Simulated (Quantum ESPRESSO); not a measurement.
The system is Ta.

```xyz
1
Lattice="-1.6513 1.6513 1.6513 1.6513 -1.6513 1.6513 1.6513 1.6513 -1.6513" Properties=species:S:1:pos:R:3 pbc="T T T"
Ta    0.0000    0.0000    0.0000
```

Base run:

```yaml
Program: Quantum ESPRESSO 7.5
Functional: PBEsol
Potentials_or_basis: PseudoDojo 0.4.1 SR PBEsol standard
Cutoff: 789 eV
Density_cutoff: 3157 eV
k_mesh: 11 × 11 × 11
Occupations: fermi-dirac, width 0.05 eV
Spin: no spin polarisation
```

Its results: band gap on the k mesh none (metal or under the smearing width); pressure -4.2 GPa.

**Question.** The run is repeated on the same cell with these changes: functional from PBEsol to LDA; potentials or basis from PseudoDojo 0.4.1 SR PBEsol standard to PseudoDojo 0.4.1 SR LDA standard. What comes out?

**Answer.** Band gap on the k mesh none (metal or under the smearing width); pressure -10.7 GPa.

Caveats: spin-orbit coupling is left out, which moves the levels of the heavy elements.
